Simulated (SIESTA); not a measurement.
Co:

```
Co
1.0
     2.47056    0.00000    0.00000
    -1.23528    2.13957    0.00000
     0.00000    0.00000    8.08823
Co
4
Direct
  0.66667 0.33333 0.75000
  0.00000 0.00000 0.50000
  0.33333 0.66667 0.25000
  0.00000 0.00000 0.00000
```

- Program: SIESTA 5.4.2
- Task: single point
- Functional: PBE
- Potentials or basis: PseudoDojo 0.4 standard (PBE files)
- Basis: DZP (energy shift 0.003 Ry; two zetas on semicore shells)
- Grid cutoff: 800 Ry
- Energy shift: 0.003 Ry
- k mesh: 12 × 12 × 4
- Occupations: fermi-dirac, width 0.05 eV
- Spin: collinear spin, ferromagnetic start
- Starting moments: [2.0, 2.0, 2.0, 2.0] μB

On this cell: pressure 4.9 GPa; largest force under 0.003 eV/Å; net moment 6.66 μB per cell; site moments Co +1.68, +1.65 μB; band gap on the k mesh none (metal or under the smearing width).

The same run follows on a disturbed copy (atoms moved at random, drawn with an rms of 0.05 Å):

```
Co
1.0
     2.47056    0.00000    0.00000
    -1.23528    2.13957    0.00000
     0.00000    0.00000    8.08823
Co
4
Direct
  0.66629 0.32673 0.74287
  0.98942 0.00200 0.49624
  0.34751 0.69536 0.25416
  0.01648 0.99819 0.99335
```

What changes?

The energy (extrapolated to zero smearing) moves by +10.6 meV/atom; pressure 5.3 GPa; largest force 0.791 eV/Å; net moment 6.66 μB per cell; site moments Co +1.67, +1.63, +1.68 μB; band gap on the k mesh none (metal or under the smearing width).

Forces on the atoms (eV/Å):
```
Co   0.012  0.048  0.399
Co   0.103  0.050  0.104
Co  -0.008 -0.133 -0.780
Co  -0.109  0.032  0.280
```

Stress tensor (GPa, compression positive):
```
7.31 0.02 0.03
0.02 5.39 0.26
0.03 0.26 3.35
```

Caveats: short orbitals over semicore shells can move pressures by several GPa; the basis of atomic orbitals isn't converged, which shifts pressures, moduli and gaps.
